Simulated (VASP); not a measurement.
Input of a VASP 6.6.1 run:

Contents of POSCAR:

```
MgS
1.0
    0.0000000000      2.6016500000      2.6016500000
    2.6016500000      0.0000000000      2.6016500000
    2.6016500000      2.6016500000      0.0000000000
S Mg
1 1
Direct
    0.5000000000      0.5000000000      0.5000000000
    0.0000000000      0.0000000000      0.0000000000
```

The input INCAR.step1:

```
SYSTEM = MgS
ALGO     = Normal         ! electronic algorithm
EDIFF    = 1E-5           ! SCF threshold, eV
ENCUT    = 520            ! plane-wave cutoff, eV
GGA      = PE             ! functional
ISIF     = 2              ! what is computed and relaxed
ISMEAR   = 0              ! smearing method
KPAR     = 4            
LASPH    = .TRUE.         ! aspherical terms in the spheres
LCHARG   = .FALSE.        ! write CHGCAR
LREAL    = .FALSE.        ! projectors in reciprocal space
LWAVE    = .TRUE.         ! write WAVECAR
NBANDS   = 11             ! bands
NELM     = 100            ! most SCF steps
PREC     = Accurate       ! precision mode
SIGMA    = 0.02           ! smearing width, eV
```

Contents of INCAR.step2:

```
SYSTEM = MgS
AEXX     = 0.25           ! exact-exchange fraction
ALGO     = Normal         ! electronic algorithm
EDIFF    = 1E-6           ! SCF threshold, eV
ENCUT    = 520            ! plane-wave cutoff, eV
GGA      = PE             ! functional
HFRCUT   = -1           
ISIF     = 2              ! what is computed and relaxed
ISMEAR   = 0              ! smearing method
ISTART   = 1            
KPAR     = 4            
LASPH    = .TRUE.         ! aspherical terms in the spheres
LCHARG   = .FALSE.        ! write CHGCAR
LHFCALC  = .TRUE.         ! exact exchange
LREAL    = .FALSE.        ! projectors in reciprocal space
LWAVE    = .FALSE.        ! write WAVECAR
NBANDS   = 11             ! bands
NELM     = 100            ! most SCF steps
PREC     = Accurate       ! precision mode
PRECFOCK = Fast         
SIGMA    = 0.02           ! smearing width, eV
```

Contents of KPOINTS:

```
k-points
0
G
  6 6 6
  0 0 0
```

KPOINTS_OPT

```
path GXWKGLUWLK,UX
10
line-mode
reciprocal
 0.0000000000  0.0000000000  0.0000000000  G
 0.5000000000  0.0000000000  0.5000000000  X

 0.5000000000  0.0000000000  0.5000000000  X
 0.5000000000  0.2500000000  0.7500000000  W

 0.5000000000  0.2500000000  0.7500000000  W
 0.3750000000  0.3750000000  0.7500000000  K

 0.3750000000  0.3750000000  0.7500000000  K
 0.0000000000  0.0000000000  0.0000000000  G

 0.0000000000  0.0000000000  0.0000000000  G
 0.5000000000  0.5000000000  0.5000000000  L

 0.5000000000  0.5000000000  0.5000000000  L
 0.6250000000  0.2500000000  0.6250000000  U

 0.6250000000  0.2500000000  0.6250000000  U
 0.5000000000  0.2500000000  0.7500000000  W

 0.5000000000  0.2500000000  0.7500000000  W
 0.5000000000  0.5000000000  0.5000000000  L

 0.5000000000  0.5000000000  0.5000000000  L
 0.3750000000  0.3750000000  0.7500000000  K

 0.6250000000  0.2500000000  0.6250000000  U
 0.5000000000  0.0000000000  0.5000000000  X
```

Potentials or basis: VASP PAW PBE potentials, release 64 (S, Mg).

Launch:

```sh
$ cat potpaw_PBE.64/S/POTCAR potpaw_PBE.64/Mg/POTCAR > POTCAR
$ cp INCAR.step1 INCAR
$ mpirun -np 4 vasp_std > vasp.out
$ cp INCAR.step2 INCAR
$ mpirun -np 4 vasp_std > vasp.out
```

(1) Estimate the pressure.

(2) Predict the band gap on the k mesh.

(3) Estimate the band gap along the path.

Results:

(1) -0.7 GPa.

(2) 4.48 eV, indirect (least direct gap 5.50 eV).

(3) 4.48 eV, indirect (least direct gap 5.50 eV).

Caveat: the PAW data sets were made with another functional, which shifts forces and pressure a little.
